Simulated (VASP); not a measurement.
Data:

```xyz
2
Lattice="0.0000 3.1505 3.1505 3.1505 0.0000 3.1505 3.1505 3.1505 0.0000" Properties=species:S:1:pos:R:3 pbc="T T T"
Al     0.0000     0.0000     0.0000
Sb     1.5753     1.5753     1.5753
```

These are AM05 GGA, VASP's PBE PAW potentials (set 64) (plane waves; VASP) values and carry that method's errors. Run with 520 eV cut-off, 7×7×7 Γ-centred mesh, Gaussian smearing of 0.050 eV, potentials Al Sb.

### Question
Give the stress tensor in GPa (positive for a compressed cell).

### Answer

```
-2.68   0.00   0.00
 0.00  -2.68   0.00
 0.00   0.00  -2.68
```
The pressure is its mean diagonal, -2.68 GPa.

The compound is AlSb in the zinc blende structure. This cell is one point of a volume scan, at 1.06 of the reference volume.
